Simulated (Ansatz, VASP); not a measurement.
# AlN: VASP beside Ansatz

File POSCAR:

```
AlN
1.0
    0.0000000000      2.1849006255      2.1849006255
    2.1849006255      0.0000000000      2.1849006255
    2.1849006255      2.1849006255      0.0000000000
Al N
1 1
Direct
    0.0000000000      0.0000000000      0.0000000000
    0.7500000000      0.7500000000      0.7500000000
```

Contents of INCAR.step1:

```
SYSTEM = AlN
PREC = Accurate
ENCUT = 520
ISMEAR = 0
SIGMA = 0.02
LREAL = .FALSE.
LASPH = .TRUE.
NELM = 80
NBANDS = 11
GGA = PE
ALGO = Normal
EDIFF = 1E-4
LWAVE = .TRUE.
LCHARG = .FALSE.
```

File INCAR.step2:

```
SYSTEM = AlN
PREC = Accurate
ENCUT = 520
EDIFF = 1E-7
ISMEAR = 0
SIGMA = 0.02
LREAL = .FALSE.
LASPH = .TRUE.
NELM = 80
ALGO = Normal
ISIF = 2
LWAVE = .FALSE.
LCHARG = .FALSE.
METAGGA = R2SCAN
LMIXTAU = .TRUE.
NBANDS = 11
ISTART = 1
```

The input KPOINTS:

```
Automatic mesh
0
G
  10 10 10
  0 0 0
```

Input for Ansatz:

```yaml
crystal:
  lattice:
    - [0.0, 2.1849006255, 2.1849006255]
    - [2.1849006255, 0.0, 2.1849006255]
    - [2.1849006255, 2.1849006255, 0.0]
  atoms:
    - { symbol: Al, position: [0.0, 0.0, 0.0] }
    - { symbol: "N", position: [0.75, 0.75, 0.75] }
basis:
  ecutwfc: 500
kpoints:
  mp_grid: { grid: [10, 10, 10] }
  band_path: { path: [VBM, CBM], npoints: 2 }
hamiltonian:
  xc: r2scan
scf:
  occupations: { method: gaussian, width: 0.02 }
output:
  forces: false
  stress: false
  eigenvalues: true
checkpoint:
  read: start.run
  write: ck
  compress: false
  write_wavefunctions: false
  write_every: 100000
```

Measurements of this composition are mostly on another form, of space group No. 186.

Alike in both runs: task single point; functional r2SCAN; k mesh 10 × 10 × 10; occupations gaussian, width 0.02 eV; no spin polarisation.

|  | VASP | Ansatz |
| --- | --- | --- |
| version | VASP 6.6.1 | Ansatz 0.2.0 |
| potentials or method | VASP PAW PBE potentials, release 64 (Al, N) | scalar-relativistic, plane waves, PAW |
| plane-wave cutoff (eV) | 520 | 500 |
| valence electrons in the cell | 8 | 8 |

```tsv
	VASP	Ansatz	Ansatz less VASP
gap on the k mesh at the Fermi level (eV)	3.93	3.94	+0.007
least direct gap on the mesh (eV)	4.88	4.84	-0.039
```

 A k mesh can miss the band edges. r2SCAN opens gaps a little over a GGA but as a rule still falls short of measured ones.
